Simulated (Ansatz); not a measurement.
# Li2S: from a migration barrier to a jump rate

The calculation used DFT PBEsol, scalar-relativistic, plane waves, PAW in Ansatz. Settings: plane waves to 420 eV, k-mesh 4×4×4 (Γ-centred), Gaussian smearing 0.05 eV. No spin polarisation.

In a supercell of 24 sites an atom of S jumps into a neighbouring S vacancy, a = 4.00 Å from site to site in the perfect crystal, with a cell charge of +2 (uniform background, no finite-size correction). The half-way point, relaxed in its symmetry, lies 2.108 eV above the relaxed vacancy. Take it as the barrier; the order of the saddle wasn't checked, and the cell is small.

Q: With an assumed attempt frequency of 10¹³ s⁻¹, how often does the jump happen, and how fast does the vacancy diffuse?

A: Transition-state theory gives Γ = ν exp(−E/k_BT), and one such jump direction contributes Γa²/6 to the vacancy's diffusion coefficient averaged over directions:

```
T (K) E/k_BT       Γ (1/s)  Γa²/6 (cm²/s)
  300    81.5  3.9 × 10^-23   1.0 × 10^-38
  600    40.8   2.0 × 10^-5   5.3 × 10^-21
 1000    24.5    2.4 × 10^2   6.4 × 10^-14
 1500    16.3    8.3 × 10^5   2.2 × 10^-10
```

The rate reaches one jump a second at T = E/(k_B ln 10¹³) = 817 K. The number of equivalent jumps multiplies D if they link up through the crystal; a hop between two sites alone gives no long-range diffusion, which then waits on a higher barrier. In either case the atoms' own diffusion carries the vacancy concentration and a correlation factor besides. Rows above the melting point are formal, and so are rows where E/k_BT falls under about 3, since the theory needs rare jumps.

Q: How much does an error of 0.1 eV in the barrier matter?

A: It multiplies the rate by exp(0.1 eV/k_BT): 48 at 300 K and 3.2 at 1000 K, more than the usual doubt about ν at low temperature.

Cost: 2 runs of about 5.9 core-minutes in all, on Arm Neoverse V1 (shared hosts).